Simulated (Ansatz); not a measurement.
What pressure 10 GPa does to Ti3SiC2

Consider Ti$_{3}$SiC$_{2}$ (space group P6_3/mmc, No. 194; a = 3.042 Å, c = 17.577 Å).

Modification: cell and atoms relaxed at a pressure of 10 GPa.

Method: PBEsol (Ansatz, a quantum-chemistry and plane-wave program), no SOC. Settings: 14×14×3 k-points, 0.05 eV Fermi–Dirac smearing.

```tsv
quantity	base	changed	shift
volume per atom	11.74 Å³	11.21 Å³	-0.53 Å³
density	4.61 g/cm³	4.83 g/cm³	+0.22 g/cm³
lattice parameter a	3.042 Å	2.995 Å	-0.047 Å
c/a ratio	5.777	5.781	+0.004
shortest interatomic distance	2.074 Å	2.051 Å	-0.023 Å
enthalpy H = E + PV relative to the base's energy	–	+0.72 eV/atom	–
band gap	zero	zero	–
```

Final structure:

```xyz
12
Lattice="2.9953 0.0000 0.0000 -1.4977 2.5940 0.0000 0.0000 0.0000 17.3172" Properties=species:S:1:pos:R:3 pbc="T T T"
Ti     0.0000     0.0000     0.0000
Ti     0.0000     0.0000     8.6586
Ti     0.0000     1.7294     2.3577
Ti     1.4977     0.8647    11.0163
Ti     1.4977     0.8647    14.9595
Ti     0.0000     1.7294     6.3009
Si     0.0000     0.0000     4.3293
Si     0.0000     0.0000    12.9879
C      0.0000     1.7294     9.9130
C      1.4977     0.8647     1.2544
C      1.4977     0.8647     7.4041
C      0.0000     1.7294    16.0627
```

Cost of the whole job for the changed cell (relaxation, final SCF and bands): roughly 2.5 core-minutes.

Load acts through the strain it causes; cell and atoms are relaxed under it. Whether these cells are dynamically stable was not tested. Competing high-pressure phases were not computed. The final runs are not spin-polarised.
